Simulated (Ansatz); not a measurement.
# Sn3S7: the cost of one run

Program: Ansatz 0.2.0. Level of theory: DFT PBEsol, scalar-relativistic, plane waves, PAW. These are calculated values, not measurements.

5 further runs of the same task are left out: 5 set aside as unsound or not needed.

### Step 1. The starting structure

Symmetry: P-3m1, No. 164, trigonal system. Conventional cell: a = 3.651 Å, b = 3.651 Å, c = 6.059 Å, α = 90.00°, β = 90.00°, γ = 120.00°. Sn (site symmetry -3m) is surrounded by 6 S at 2.57 Å. S (site symmetry 3m) is surrounded by 3 Sn at 2.57 Å.

As a file:

```
Sn S
1.0
     3.65131    0.00000    0.00000
    -1.82566    3.16213    0.00000
     0.00000    0.00000    6.05892
Sn S
1 2
Direct
  0.00000 0.00000 0.00000
  0.66667 0.33333 0.24324
  0.33333 0.66667 0.75676
```

It is the result of an earlier relaxation at this level (volume 23.32 Å³/atom; gap on the mesh: 1.44 eV).

Bulk energy on matching settings, from an earlier run: -2573.6110 eV/atom.

### Step 2. Cutting the (111) slab

Miller indices refer to the conventional cell of the relaxed bulk, P-3m1 (No. 164): a = 3.651 Å, b = 3.651 Å, c = 6.059 Å, α = 90.00°, β = 90.00°, γ = 120.00°.

Cut from the relaxed bulk: a (111) slab, 11.4 Å thick as cut, with 15 Å of vacuum; its outer planes are S (top) and S (bottom).

The slab as cut. Layers, bottom to top:

```csv
plane,atoms per cell,height over the lowest (Å)
1,S,0.00
2,S,0.90
3,Sn,1.32
4,S,1.75
5,S,2.65
6,Sn,3.07
7,S,3.50
8,S,4.39
9,Sn,4.82
10,S,5.24
11,S,6.14
12,Sn,6.57
13,S,6.99
14,S,7.89
15,Sn,8.31
16,S,8.74
17,S,9.64
18,Sn,10.06
19,S,10.49
20,S,11.39
```

### Step 3. Single point on the unrelaxed (111) slab

A dipole layer in the vacuum cancels the field that periodic copies would set up if the slab's two faces differ.

input.yaml

```yaml
crystal:
  lattice:
    - [6.3242618826, 0.0, 0.0]
    - [-3.1621309413, 6.3279951167, 0.0]
    - [0.0, 0.0, 26.3858005475]
  atoms:
    - { symbol: S, position: [0.4448316815, 0.2229966962, 0.2842437919] }
    - { symbol: S, position: [0.0135508003, 0.6937682673, 0.3182634678] }
    - { symbol: Sn, position: [0.4583824818, 0.9167649635, 0.3343780249] }
    - { symbol: S, position: [0.9032141632, 0.1397616598, 0.3504925819] }
    - { symbol: S, position: [0.4719332821, 0.6105332308, 0.3845122579] }
    - { symbol: Sn, position: [0.9167649635, 0.8335299271, 0.4006268149] }
    - { symbol: S, position: [0.361596645, 0.0565266233, 0.416741372] }
    - { symbol: S, position: [0.9303157639, 0.5272981944, 0.4507610479] }
    - { symbol: Sn, position: [0.3751474453, 0.7502948906, 0.466875605] }
    - { symbol: S, position: [0.8199791268, 0.9732915869, 0.482990162] }
    - { symbol: S, position: [0.3886982456, 0.4440631579, 0.517009838] }
    - { symbol: Sn, position: [0.8335299271, 0.6670598542, 0.533124395] }
    - { symbol: S, position: [0.2783616085, 0.8900565504, 0.5492389521] }
    - { symbol: S, position: [0.8470807274, 0.3608281215, 0.583258628] }
    - { symbol: Sn, position: [0.2919124088, 0.5838248177, 0.5993731851] }
    - { symbol: S, position: [0.7367440903, 0.8068215139, 0.6154877421] }
    - { symbol: S, position: [0.3054632092, 0.277593085, 0.6495074181] }
    - { symbol: Sn, position: [0.7502948906, 0.5005897812, 0.6656219751] }
    - { symbol: S, position: [0.1951265721, 0.7235864775, 0.6817365322] }
    - { symbol: S, position: [0.7638456909, 0.1943580485, 0.7157562081] }
basis:
  ecutwfc: 420
kpoints:
  mp_grid: { grid: [5, 4, 1] }
hamiltonian:
  xc: pbesol
scf:
  occupations: { method: gaussian, width: 0.05 }
output:
  forces: true
  stress: true
  eigenvalues: true
  write_density: true
  write_potential: true
  elf: true
  volumetric_format: npy
efield:
  axis: 3
  dipole_correction: true
  ramp_width: 0.04
```

On the command line:

```
$ ansatz run input.yaml --threads 2 --pin off --max-ram 5120MiB --backend cpu --events-out ev --progress --plain --runs-dir out
```

**Question.** How long does this run take on 2 threads of Arm Neoverse V2, shared host, and how much memory does it need?

About 2.2 min, with a peak of 1.9 GiB.
